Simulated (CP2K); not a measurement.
## Si2W in CP2K: the effect of functional

The system is Si2W.

```xyz
3
Lattice="4.5267 0.0000 0.0000 2.2450 3.9308 0.0000 -3.3859 -1.9654 2.2725" Properties=species:S:1:pos:R:3 pbc="T T T"
W     0.0000    0.0000    0.0000
Si    4.5052    2.6151    0.0000
Si    2.2665    1.3156    0.0000
```

Alike in all runs:

* Program: CP2K 2026.2
* Task: band structure
* Potentials or basis: POTENTIAL_UZH W GTH-PBE-q14, Si GTH-PBE-q4; TZVP-MOLOPT-PBE-GTH basis
* Density cutoff: 9184 eV
* k mesh: 12 × 12 × 12
* Occupations: fermi-dirac, width 0.05 eV
* Spin: no spin polarisation

```csv
functional,pressure (GPa)
PBE,2.5
LDA,-1.3
PBEsol,-0.4
optB88-vdW,5.4
OLYP,?
BEEF-vdW,0.9
HLE17,-23.9
```

Question: What does the run with functional OLYP give?

Answer: Pressure -3.7 GPa.

Caveats: the basis of atomic orbitals isn't converged, which shifts pressures, moduli and gaps; the potentials were made for another functional, which shifts forces and pressure (some runs); the potentials were made for a functional far from this one (some runs).
